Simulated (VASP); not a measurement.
A run of VASP 6.6.1 is set up as follows.

INCAR

```
SYSTEM = MgO
  PREC = Accurate
  ENCUT = 520
  EDIFF = 1E-7
  ISMEAR = 0
  SIGMA = 0.02
  LREAL = .FALSE.
  LASPH = .TRUE.
  NELM = 80
  ALGO = Normal
  ISIF = 3
  LWAVE = .FALSE.
  LCHARG = .FALSE.
  GGA = PS
  IBRION = 2
  NSW = 80
  EDIFFG = -0.002
  KPAR = 4
```

KPOINTS

```
regular mesh
0
G
  12 12 12
  0 0 0
```

File POSCAR:

```
MgO
1.0
    0.0000000000      2.1085000000      2.1085000000
    2.1085000000      0.0000000000      2.1085000000
    2.1085000000      2.1085000000      0.0000000000
Mg O
1 1
Direct
    0.0000000000      0.0000000000      0.0000000000
    0.5000000000      0.5000000000      0.5000000000
```

Potentials or basis: VASP PAW PBE potentials, release 64 (Mg, O).

Command:

```bash
$ cat potpaw_PBE.64/Mg/POTCAR potpaw_PBE.64/O/POTCAR > POTCAR
$ mpirun -np 4 vasp_std > vasp.out
```

Task: Estimate the space group after relaxing (to 0.05 Å).

Result: Fm-3m (No. 225).

Task: What does it give for the relaxed volume?

Result: 9.33 Å³/atom.

Task: Estimate the band gap on the k mesh.

Result: 4.65 eV, direct.

Task: What does it give for the relaxed cell?

Result: a = 2.977 Å, b = 2.977 Å, c = 2.977 Å, α = 60.00°, β = 60.00°, γ = 60.00°.

Final structure:
```
Mg O
1.0
     0.00000    2.10486    2.10486
     2.10486    0.00000    2.10486
     2.10486    2.10486    0.00000
Mg O
1 1
Direct
  0.00000 0.00000 0.00000
  0.50000 0.50000 0.50000
```

Caveat: the PAW data sets were made with another functional, which shifts forces and pressure a little. A k mesh can miss the band edges.
